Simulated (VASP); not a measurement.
## Si under changes of volume

One of the cells (15.257 Å³/atom); the others are scaled copies at fixed shape and fractional positions:

```
CELL_PARAMETERS angstrom
0.00000 2.67751 4.67399
2.43831 0.00000 4.67399
2.43831 2.67751 0.00000
ATOMIC_POSITIONS crystal
Si 0.22023 0.22023 0.77977
Si 0.77977 0.77977 0.22023
Si 0.27261 0.72739 0.27261
Si 0.72739 0.27261 0.72739
```

This isn't the form of Si at room conditions, which is diamond.

* Program: VASP 6.6.1
* Functional: PBE
* Potentials or basis: VASP PAW PBE potentials, release 64 (Si)
* Cutoff: 520 eV
* k mesh: 8 × 8 × 8
* Occupations: fermi-dirac, width 0.05 eV
* Spin: no spin polarisation

```csv
volume (Å³/atom),energy over the lowest point (meV/atom),pressure (GPa),largest force (eV/Å)
14.061,?,?,?
14.360,26.24,8.7,0.207
14.659,12.63,5.9,0.157
15.257,0.01,1.0,0.073
15.557,0.00,-1.0,0.036
15.856,3.61,-2.9,0.002
```

Q: What does the run at 14.061 Å³/atom give?

A: Energy over the lowest point 45.46 meV/atom; pressure 11.9 GPa; largest force 0.262 eV/Å.

Worked out: A Birch-Murnaghan fit of order 3 (a polynomial in V^(-2/3)) to the other rows has its minimum at 15.41 Å³/atom with B0 = V·E''(V) = 105 GPa and B' = 4.7 at fixed shape and positions, which overstates the stiffness. It gives 45.49 meV/atom at 14.061 Å³/atom, against the run's 45.46, and -dE/dV = 11.9 GPa, against 11.9.

Energies are extrapolated to zero smearing.
